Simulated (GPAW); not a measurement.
# GaSb (F-43m) in GPAW: notebook, part 2 of 2

GPAW 26.7.0. The steps go on from the part before.

## (4) Band structure, PBEint, spin-orbit coupling, no magnetisation

File run.py:

```python
import numpy as np
from ase.dft.bandgap import bandgap
from ase.io import read, write
from ase.units import GPa
from gpaw import GPAW, PW, setup_paths
from gpaw.spinorbit import soc_eigenstates

setup_paths.insert(0, '.')

atoms = read('POSCAR')

calc = GPAW(mode=PW(600),
            xc='GGA_X_PBEINT+GGA_C_PBEINT',
            kpts={'size': (6, 6, 6), 'gamma': True},
            occupations={'name': 'fermi-dirac', 'width': 0.05},
            nbands=18,
            convergence={'density': 1e-05, 'energy': 1e-05},
            maxiter=150,
            txt='gpaw.txt')
atoms.calc = calc
energy = atoms.get_potential_energy()
forces = atoms.get_forces()
stress = atoms.get_stress()
calc.write('gs.gpw')
write('result.traj', atoms)
print(f'Energy: {energy:.6f} eV')
print('Forces (eV/A):')
print(forces.round(4))
print('Stress (GPa):', (stress / GPa).round(3))
print('Fermi level:', round(calc.get_fermi_level(), 4), 'eV')
print(f'Gap: {bandgap(calc)[0]:.4f} eV, direct: {bandgap(calc, direct=True)[0]:.4f} eV')

path = atoms.cell.bandpath('GXWKGLUWLK,UX', npoints=100, eps=1e-4)
bs_calc = calc.fixed_density(kpts=path, symmetry='off', nbands=30,
                             convergence={'bands': 'CBM+6.0', 'eigenstates': 1e-6}, txt='bands.txt')
bs = bs_calc.band_structure()
bs.write('bs.json')
print(f'Gap on the path: {bandgap(bs_calc)[0]:.4f} eV')

soc = soc_eigenstates(bs_calc, theta=54.7, phi=45)
np.savetxt('soc_bands.dat', soc.eigenvalues(), fmt='%.4f')
mesh = soc_eigenstates('gs.gpw', theta=54.7, phi=45)
np.savetxt('soc_mesh.dat', mesh.eigenvalues(), fmt='%.4f')
print('Fermi level with spin-orbit coupling:', round(mesh.fermi_level, 4), 'eV')
```

File POSCAR:

```
GaSb
1.0
    0.0000000000      3.0590000000      3.0590000000
    3.0590000000      0.0000000000      3.0590000000
    3.0590000000      3.0590000000      0.0000000000
Sb Ga
1 1
Direct
    0.7500000000      0.7500000000      0.7500000000
    0.0000000000      0.0000000000      0.0000000000
```

Potentials or basis: PAW data sets generated in the run's folder for this functional, pw.

Started as:

```console
> gpaw-setup -f GGA_X_PBEINT+GGA_C_PBEINT Ga Sb
> OMP_NUM_THREADS=1 python run.py
```

gpaw.txt:

```text
__  _  _
 | _ |_)|_||  |
 |__||  | ||/\| - 26.7.0

Input parameters:
  mode=PW(ecut=600.0),
  convergence={'density': 1e-05, 'energy': 1e-05},
  kpts=MonkhorstPack(size=(6, 6, 6), gamma=True),
  maxiter=150,
  nbands=18,
  occupations=Occupations(name='fermi-dirac', width=0.05),
  xc=XC(name='GGA_X_PBEINT+GGA_C_PBEINT')

Diagonalizing LCAO Hamiltonian
Converting LCAO to pw mode

                     Sb

       Ga

Atoms  # Å, Bohr magnetons
|   | symbol |        x |        y |        z |    initial magnetic moments |
|---|--------|----------|----------|----------|-----------------------------|
| 0 |     Sb | 4.588500 | 4.588500 | 4.588500 | ( 0.0000,  0.0000,  0.0000) |
| 1 |     Ga | 0.000000 | 0.000000 | 0.000000 | ( 0.0000,  0.0000,  0.0000) |

Unit cell  # Å
| periodic |        x |        y |        z |  lengths |    angles |
|----------|----------|----------|----------|----------|-----------|
|      yes | 0.000000 | 3.059000 | 3.059000 | 4.326079 | 60.000000 |
|      yes | 3.059000 | 0.000000 | 3.059000 | 4.326079 | 60.000000 |
|      yes | 3.059000 | 3.059000 | 0.000000 | 4.326079 | 60.000000 |

Number of symmetries: 24
Symmetry operations  # r_c * U_cc + t_c -> r_c
|    | kind |            matrix            |
|----|------|------------------------------|
|  0 |  E   |  1, 0, 0,  0, 1, 0,  0, 0, 1 |
|  1 |  σ   |  1, 0, 0,  0, 0, 1,  0, 1, 0 |
|  2 |  σ   |  1, 0,-1,  0, 1,-1,  0, 0,-1 |
|  3 |  C3  |  1, 0,-1,  0, 0,-1,  0, 1,-1 |
|  4 |  C3  |  1,-1, 0,  0,-1, 1,  0,-1, 0 |
|  5 |  σ   |  1,-1, 0,  0,-1, 0,  0,-1, 1 |
|  6 |  σ   |  0, 1, 0,  1, 0, 0,  0, 0, 1 |
|  7 |  C3  |  0, 1, 0,  0, 0, 1,  1, 0, 0 |
|  8 |  C2  |  0, 1,-1,  1, 0,-1,  0, 0,-1 |
|  9 |  S4  |  0, 1,-1,  0, 0,-1,  1, 0,-1 |
| 10 |  C3  |  0, 0, 1,  1, 0, 0,  0, 1, 0 |
| 11 |  σ   |  0, 0, 1,  0, 1, 0,  1, 0, 0 |
| 12 |  S4  |  0, 0,-1,  1, 0,-1,  0, 1,-1 |
| 13 |  C3  |  0, 0,-1,  0, 1,-1,  1, 0,-1 |
| 14 |  S4  |  0,-1, 1,  1,-1, 0,  0,-1, 0 |
| 15 |  C2  |  0,-1, 1,  0,-1, 0,  1,-1, 0 |
| 16 |  C3  |  0,-1, 0,  1,-1, 0,  0,-1, 1 |
| 17 |  S4  |  0,-1, 0,  0,-1, 1,  1,-1, 0 |
| 18 |  S4  | -1, 1, 0, -1, 0, 1, -1, 0, 0 |
| 19 |  C3  | -1, 1, 0, -1, 0, 0, -1, 0, 1 |
| 20 |  C3  | -1, 0, 1, -1, 1, 0, -1, 0, 0 |
| 21 |  S4  | -1, 0, 1, -1, 0, 0, -1, 1, 0 |
| 22 |  σ   | -1, 0, 0, -1, 1, 0, -1, 0, 1 |
| 23 |  C2  | -1, 0, 0, -1, 0, 1, -1, 1, 0 |

BZ-sampling:
  Number of BZ points: 216
  Number of IBZ points: 16

  Monkhorst-Pack size: [6, 6, 6]
  Monkhorst-Pack shift: [0.08333333333333333, 0.08333333333333333, 0.08333333333333333]

K-points  # in reciprocal-cell coordinates
|     |                                coordinates |     weight |
[... 78 lines left out ...]
    |------|--------|-------------|----------|
    |   4s |  2.000 |      -8.887 |    1.164 |
    |   4p |  1.000 |      -2.524 |    1.164 |
    |    s |        |      18.325 |    1.164 |
    |    p |        |      24.688 |    1.164 |
    |    d |        |       0.000 |    1.164 |

    Using partial waves for Ga as LCAO basis

Reference energy: -229053.346335  # eV

eigensolver:
  PPCG
  Converge bands: occupied
  niter=2

density mixing:
  MSR1-Mixer
  Pratt-step length: 0.05
  Maximum mixing coefficient: 0.75
  Old densities: 10
  SVD Regularization: 0.005
  Good broyden scale: 1.0
  Trust region scale: 1.0
  Backstep threshold: 4.0
  History deletion threshold: 6.0
  Fourier metric: weight=20.0, sigma=0.015

occupation numbers:
  Fermi-Dirac:
    width: 0.0500  # eV

poisson solver:
  ecut: 4800.0  # eV

xc functional:
  name: GGA_X_PBEINT+GGA_C_PBEINT with 2 nearest neighbor stencil

convergence criteria:
- Maximum integral of absolute [dens]ity change: 1e-05 electrons / valence electron
- Maximum [total energy] change in last 3 cyles: 1e-05 eV / valence electron
- Maximum integral of absolute [eigenst]ate change: 4e-08 eV^2 / valence electron
maximum number of iterations: 150

SCF iterations
|iter     | |      energy | eigst |  dens |
|---------|-|-------------|-------|-------|
|iter:   1| |   -8.104552 | +0.23 |       |
|iter:   2| |   -8.106773 | -2.03 | -1.29 |
|iter:   3| |   -8.082702 | -2.50 | -1.31 |
|iter:   4| |   -8.084172 | -3.20 | -1.86 |
|iter:   5| |   -8.084552 | -4.23 | -2.61 |
|iter:   6| |   -8.084676 | -4.99 | -2.99 |
|iter:   7| |   -8.084677c| -6.51 | -4.07 |
|iter:   8| |   -8.084677c| -7.30 | -4.53 |
|iter:   9| |   -8.084677c| -7.64c| -5.27c|

Converged in 9 steps
Energy contributions relative to reference atoms: (reference = -229053.346335)

Energy contributions:
  Kinetic:          10.347049
  Coulomb:          -9.010666
  Zero:              0.161997
  External:          0.000000
  Xc:               -9.582607
  Entropy:          -0.000900
  Spinorbit:         0.000000
  ----------------------------
  Free energy:      -8.085127
  Extrapolated:     -8.084677

dipole moment: (-11.009201, -11.009201, -11.009201)  # |e|*Ang

Fermi level: 4.911
Eigenvalues  # (at kpt = [0.000, 0.000, 0.000])
| band index |      eig [eV] | occ [0-2] |
|------------|---------------|-----------|
|          0 |       -23.876 |     2.000 |
|          1 |       -23.876 |     2.000 |
|          2 |       -23.876 |     2.000 |
|          3 |       -23.859 |     2.000 |
|          4 |       -23.859 |     2.000 |
|          5 |        -6.628 |     2.000 |
[... 10 lines left out ...]
|         16 |        14.288 |     0.000 |
|         17 |        14.288 |     0.000 |

Gap: 0.108 eV
Transition (v -> c):
  (s=0, k=0, n=8, [0.00, 0.00, 0.00]) -> (s=0, k=0, n=9, [0.00, 0.00, 0.00])
No difference between direct/indirect transitions

Forces  # eV/Ang
|        x |        y |        z |
|----------|----------|----------|
|  0.00000 | -0.00000 | -0.00000 |  # Sb   0
| -0.00000 |  0.00000 | -0.00000 |  # Ga   1

Stress tensor  # eV/Ang^3
|         x |         y |         z |
|-----------|-----------|-----------|
| -0.004057 | -0.000000 | -0.000000 |
| -0.000000 | -0.004057 |  0.000000 |
| -0.000000 |  0.000000 | -0.004057 |

# Writing to gs.gpw (mode='')
```

stdout:

```text
Energy: -8.084677 eV
Forces (eV/A):
[[ 0. -0. -0.]
 [-0.  0. -0.]]
Stress (GPa): [-0.65 -0.65 -0.65  0.   -0.   -0.  ]
Fermi level: 4.9106 eV
Gap: 0.1075 eV, direct: 0.1075 eV
Gap on the path: 0.1075 eV
Fermi level with spin-orbit coupling: 5.0724 eV
```

It took 47 s on 1 thread of Arm Neoverse V2, shared host; peak memory 0.34 GiB.

Results:

```
Free energy             : -8.0851 eV
Pressure                : 0.7 GPa
Band gap along the path : none (metal or under the smearing width)
```

Levels at the corners of the path, in eV from the Fermi level:
```tsv
point	band 14	band 15	band 16	band 17	band 18	band 19	band 20	band 21	band 22	band 23
Γ	-0.79	-0.15	-0.15	0.00	0.00	0.00	0.00	2.40	2.40	2.62
X	-7.02	-2.98	-2.98	-2.69	-2.69	0.65	0.65	0.96	0.96	8.30
W	-6.81	-3.84	-3.48	-3.37	-3.35	3.22	3.65	4.04	4.10	4.12
K	-6.78	-4.01	-3.78	-2.45	-2.43	1.12	1.15	3.55	3.70	6.25
Γ	-0.79	-0.15	-0.15	0.00	0.00	0.00	0.00	2.40	2.40	2.62
L	-6.60	-1.64	-1.64	-1.19	-1.19	0.18	0.18	3.44	3.44	3.57
U	-6.78	-4.01	-3.78	-2.45	-2.43	1.12	1.15	3.55	3.70	6.25
W	-6.81	-3.84	-3.48	-3.37	-3.35	3.22	3.65	4.04	4.10	4.12
L	-6.60	-1.64	-1.64	-1.19	-1.19	0.18	0.18	3.44	3.44	3.57
K	-6.78	-4.01	-3.78	-2.45	-2.43	1.12	1.15	3.55	3.70	6.25
U	-6.78	-4.01	-3.78	-2.45	-2.43	1.12	1.15	3.55	3.70	6.25
X	-7.02	-2.98	-2.98	-2.69	-2.69	0.65	0.65	0.96	0.96	8.30
```

Caveat: spin-orbit coupling was added after a scalar SCF, so levels and gaps hold it while energy, forces, pressure and moments don't; this program's spin-orbit splittings come out too wide for heavy elements; this crystal is a semiconductor, whose small gap the functional closes, so the metal is an error of the method.

## (5) Equation of state, LDA

File run.py:

```python
from ase.eos import EquationOfState
from ase.io import Trajectory
from ase.spacegroup import crystal
from ase.units import GPa
from gpaw import GPAW, PW, setup_paths

setup_paths.insert(0, '.')

# Sb 4c
# Ga 4a
atoms = crystal(['Sb', 'Ga'],
                basis=[[0.25, 0.25, 0.25],
                       [0.0, 0.0, 0.0]],
                spacegroup=216, setting=1,  # F-43m
                cellpar=[6.118, 6.118, 6.118, 90.0, 90.0, 90.0],
                primitive_cell=True)

traj = Trajectory('eos.traj', 'w')
volumes, energies = [], []
for x in [0.94, 0.96, 0.98, 1.0, 1.02, 1.04, 1.06]:
    a = atoms.copy()
    a.set_cell(atoms.cell * x**(1 / 3), scale_atoms=True)
    calc = GPAW(mode=PW(600),
                xc='LDA',
                kpts={'size': (6, 6, 6), 'gamma': True},
                occupations={'name': 'fermi-dirac', 'width': 0.05},
                nbands=18,
                convergence={'density': 1e-05, 'energy': 1e-05},
                maxiter=150,
                txt=f'eos-{x:.2f}.txt')
    a.calc = calc
    energies.append(a.get_potential_energy(force_consistent=True))
    volumes.append(a.get_volume())
    p = -a.get_stress()[:3].mean() / GPa
    calc.write(f'eos-{x:.2f}.gpw')
    traj.write(a)
    print(f'{x:.2f} {volumes[-1]:10.4f} A^3 {energies[-1]:14.6f} eV {p:9.3f} GPa', flush=True)

v0, e0, B = EquationOfState(volumes, energies, eos='birchmurnaghan').fit()
print(f'V0 = {v0:.4f} A^3, E0 = {e0:.6f} eV, B0 = {B / GPa:.2f} GPa')
```

Started as:

```console
> gpaw-setup -f LDA Ga Sb
> OMP_NUM_THREADS=1 python run.py
```

Wall time 52 s (1 thread of Arm Neoverse V2, shared host); peak memory 0.23 GiB.

The run converged. Its results:

```
Equilibrium volume                      : 27.68 Å³/atom
Bulk modulus                            : 54 GPa
Pressure derivative of the bulk modulus : 3.9
```

Energy against volume, from the lowest point:
```tsv
volume (Å³/atom)	energy (meV/atom)
26.907	3.60
27.480	0.00
28.052	0.59
28.625	4.84
29.197	12.46
29.770	23.17
30.342	36.61
```

The run has no spin-orbit coupling, so splittings on Sb are missing. LDA usually gives volumes a few per cent too small.

## (6) Overview

| task | level | potentials or basis | spin | band path | band points | spin axis theta (degrees) | spin axis phi (degrees) | pressure (GPa) |
| --- | --- | --- | --- | --- | --- | --- | --- | --- |
| band structure | MS2 | GPAW PAW data sets (gpaw-data 1.2.1), pw | SOC, no magnetisation | GXWKGLUWLK,UX | 100 | 90 | 0 | -0.2 |
| band structure | PBEint | PAW data sets generated in the run's folder for this functional, pw | SOC, no magnetisation | GXWKGLUWLK,UX | 100 | 54.7 | 45 | 0.7 |
| equation of state | LDA | PAW data sets generated in the run's folder for this functional, pw | off | - | - | - | - | - |

Alike in all rows: cell as given; k mesh 6 × 6 × 6; cutoff (eV) 600; smearing fermi-dirac 0.05 eV.

Caveats: spin-orbit coupling was added after a scalar SCF, so levels and gaps hold it while energy, forces, pressure and moments don't (some runs); this program's spin-orbit splittings come out too wide for heavy elements (some runs); the PAW data sets were made with another functional, which shifts forces and pressure a little (some runs); this crystal is a semiconductor, whose small gap the functional closes, so the metal is an error of the method (some runs).

Absolute energies hang on the potentials; compare differences alone.

## (7) How close it comes

Step 2. A measured gap of GaSb is 0.811 eV (direct; 4.2 K; a printed reference work, data compilation); the calculated 0.17 eV misses it by -0.64 eV. The value is that of MS2, without temperature or zero-point motion.

Step 4. Measured gap of GaSb: 0.811 eV (direct; 4.2 K; a printed reference work, data compilation). This calculation gives 0.00 eV (-0.81 eV). The value is that of PBEint, without temperature or zero-point motion.
